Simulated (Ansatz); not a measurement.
A 2-atom cell of GaP started from a crystallographic database (r2SCAN geometry), in Ansatz:

```cif
data_structure
_symmetry_space_group_name_H-M 'P 1'
_symmetry_Int_Tables_number 1
_cell_length_a 3.8543
_cell_length_b 3.8543
_cell_length_c 3.8543
_cell_angle_alpha 60.000
_cell_angle_beta 60.000
_cell_angle_gamma 60.000
_cell_volume 40.49
loop_
_atom_site_label
_atom_site_type_symbol
_atom_site_fract_x
_atom_site_fract_y
_atom_site_fract_z
_atom_site_occupancy
Ga1 Ga 0.00000 0.00000 0.00000 1
P1 P 0.25000 0.25000 0.25000 1
```

G0W0@PBE with 152 empty bands, a screening cutoff of 140 eV and a 4×4×4 mesh (PAW, contour deformation) gives 2.087 eV over the mesh points, from a PBE gap of 1.629 eV; it sums over 161 bands with 169 plane waves in the screening and a wave cutoff of 420 eV. The G0W0 figures hold for the stated bands, cutoff and mesh and aren't extrapolated. The values are computed, spin-unpolarised, and not measurements.

Problem. Estimate the gap with mesh 6×6×6, empty bands 65, screening cutoff 80 eV.

Solution. 2.030 eV (-0.057 eV), from a Kohn-Sham gap of 1.651 eV.

Problem. Estimate the gap with frequency model Godby-Needs pole.

Solution. 2.053 eV (-0.034 eV), from a Kohn-Sham gap of 1.629 eV.

Problem. Estimate the gap with starting point HSE06.

Solution. 2.395 eV (+0.308 eV), from a Kohn-Sham gap of 2.304 eV.

Problem. Estimate the gap with empty bands 279, screening cutoff 210 eV.

Solution. 2.133 eV (+0.046 eV), from a Kohn-Sham gap of 1.629 eV.

With a shallow d shell on the cation, G0W0 converges slowly in bands and cutoff, so these values are in doubt.
